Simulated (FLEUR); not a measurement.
# Ge: equation of state with r2SCAN

**The experiment to reproduce.**

From “Sub-monolayer structures of Ag overlayers on Ge(111): experimental observations and first-principles study”, 2019, arxiv:1908.00180, for a bulk crystal of Ge: bulk modulus 75.8 GPa.

Crystal: Ge.

```
Ge
1.0
     0.00000    2.82891    2.82891
     2.82891    0.00000    2.82891
     2.82891    2.82891    0.00000
Ge
2
Cartesian
  4.2434 4.2434 4.2434
  2.8289 2.8289 2.8289
```

```yaml
Program: FLEUR MaX-R8.1 (later development tree)
Task: equation of state
Functional: r2SCAN
Potentials_or_basis: all-electron
Basis: FLAPW
Kmax: 4.71 1/bohr
k_mesh: 8 × 8 × 8
Occupations: fermi-dirac, width 0.05 eV
Spin: no spin polarisation
Gmax: 14.6 1/bohr
Muffin-tin_radii: Ge 2.08 bohr
lmax: Ge 9
Local_orbitals_a_species: Ge 6
```

| Quantity | Value |
| --- | --- |
| Equilibrium volume | 22.86 Å³/atom |
| Bulk modulus | 71 GPa |

Energy against volume, from the lowest point:
| volume (Å³/atom) | energy (meV/atom) |
| --- | --- |
| 21.281 | 27.38 |
| 21.733 | 13.14 |
| 22.639 | 0.00 |
| 23.545 | 3.75 |
| 23.997 | 10.81 |

Measured bulk modulus of Ge: 75.8 GPa (quoted in “Sub-monolayer structures of Ag overlayers on Ge(111): experimental observations and first-principles study”, 2019, arxiv:1908.00180). This calculation gives 71 GPa (-6.6 %). The fit is for a static lattice scaled at fixed shape and fixed fractional positions. The cell as given is a measured one (22.64 Å³/atom); r2SCAN puts the equilibrium volume +1.0 % from it, thermal expansion not counted.

Caveat: the meta-GGA is that of a development version, with a GGA for the radial functions and cores and without core tails.
